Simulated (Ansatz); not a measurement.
A series in volume scale on ZrN

Results calculated with Ansatz 0.2.0, not measured. Periodic Kohn-Sham DFT of a crystal at fixed atoms, scaled to volume_scale times the given cell; pressure positive in compression, energy less spherical unpolarised free atoms, largest_vzz the field gradient of largest size among the nuclei.

The cell before it is scaled or strained (space group Fm-3m, No. 225):
```
ZrN
1.0
      0.0000     2.2842     2.2842
      2.2842     0.0000     2.2842
      2.2842     2.2842     0.0000
Zr N
1 1
Direct
  0.00000 0.00000 0.00000
  0.50000 0.50000 0.50000
```

Settings of every row: method all-electron PAW; functional PBEsol; relativity scalar; k mesh 9x9x9; filling fermi-dirac; smearing width 0.01 eV; nucleus gaussian.

Atom start moment: 0 on all atoms.

| row | volume scale | V (Å³/atom) | pressure (GPa) |
| --- | --- | --- | --- |
| 1 | 0.94 | 11.203 | 15.391 |
| 2 | 0.9405 | 11.209 | 15.214 |
| 3 | 0.96 | 11.441 | 8.675 |
| 4 | 0.98 | 11.68 | 2.642 |
| 5 | 0.99 | 11.799 | -0.141 |
| 6 | 1 | 11.918 | ? |
| 7 | 1.01 | 12.037 | -5.278 |
| 8 | 1.02 | 12.156 | -7.647 |
| 9 | 1.04 | 12.395 | -12.019 |
| 10 | 1.06 | 12.633 | -15.946 |

Question: what pressure should row 6 give?

Worked fit of pressure. Take u = (V_r/V)^(2/3) − 1 with V_r = 11.799 Å³ an atom, which is twice the finite (Eulerian) strain; such expansions in the strain, on which the Birch-Murnaghan equation of state is built, carry the rest volume and the bulk modulus. The shown rows have u = 0.03516, 0.03479, 0.02075, 0.00678, 0, -0.01323, -0.01968, -0.03232, -0.04451. Least squares give pressure = −0.1436 + 402.237 × u + 1097.24 × u² + 808 × u³ GPa; a parabola predicts inner rows, each left out in turn, worse (root mean square 0.015 against 0.0089 GPa). The rows lie off it by 0.000, 0.002, -0.007, 0.008, 0.003, -0.003, -0.006, 0.006, -0.001 (root mean square 0.0048 GPa). The pressure vanishes at u = 0.0004, or V = 11.79 Å³ an atom, and there the bulk modulus at fixed shape and fractions is B = −V dP/dV = (2/3)(1 + u) dP/du = 269 GPa. The withheld row has u = -0.00667, so the fit gives −0.1436 + 402.237 × (-0.00667) + 1097.24 × (-0.00667)² + 808 × (-0.00667)³ = -2.778 GPa.

The calculation gave -2.778 GPa. The fit meets it to the printed digit.
